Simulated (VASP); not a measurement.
AlRu: relaxation of cell and atoms with AM05

AlRu:

```
Ru Al
1.0
     2.99160    0.00000    0.00000
     0.00000    2.99160    0.00000
     0.00000    0.00000    2.99160
Ru Al
1 1
Cartesian
  1.4958 1.4958 1.4958
  0.0000 0.0000 0.0000
```

```json
{
  "Program": "VASP 6.6.1",
  "Task": "relaxation of cell and atoms",
  "Functional": "AM05",
  "Potentials or basis": "VASP PAW PBE potentials, release 64 (Ru_pv, Al)",
  "Cutoff": "600 eV",
  "k mesh": "9 × 9 × 9",
  "Occupations": "fermi-dirac, width 0.05 eV",
  "Spin": "no spin polarisation",
  "Further INCAR settings": "ALGO = Normal; EDIFF = 1e-06; IBRION = 2; EDIFFG = -0.005; NSW = 60; ISIF = 3"
}
```

| Property | Result |
| --- | --- |
| Relaxed volume | 13.14 Å³/atom |
| Relaxed cell | a = 2.973 Å, b = 2.973 Å, c = 2.973 Å, α = 90.00°, β = 90.00°, γ = 90.00° |
| Space group after relaxing (to 0.05 Å) | Pm-3m (No. 221) |
| Energy gained by relaxing | 3.1 meV/atom |
| Ionic steps | 3 |
| Pressure after relaxing | 0.0 GPa |
| Band gap on the k mesh | none (metal or under the smearing width) |

The path:
```tsv
step	energy change (eV)	largest force (eV/Å)	pressure (GPa)	volume (Å³)
1	0.0000	0.0000	-3.92	26.77
2	0.0098	0.0000	6.94	25.52
3	-0.0061	0.0000	-0.02	26.29
```

Final structure:
```xyz
2
Lattice="2.9733 0.0000 0.0000 0.0000 2.9733 0.0000 0.0000 0.0000 2.9733" Properties=species:S:1:pos:R:3 pbc="T T T"
Ru    1.4867    1.4867    1.4867
Al    0.0000    0.0000    0.0000
```

Levels at points of the mesh, in eV from the Fermi level:
```tsv
k point	band 5	band 6	band 7	band 8	band 9	band 10	band 11	band 12
(0.00, 0.00, 0.00)	-3.63	-3.63	0.26	0.26	0.26	6.25	6.25	6.25
```

It took 11 s on 1 thread of Intel(R) Xeon(R) 6975P-C (Granite Rapids), with other jobs on the host, peak memory 0.15 GiB.

Caveat: the PAW data sets were made with another functional, which shifts forces and pressure a little.
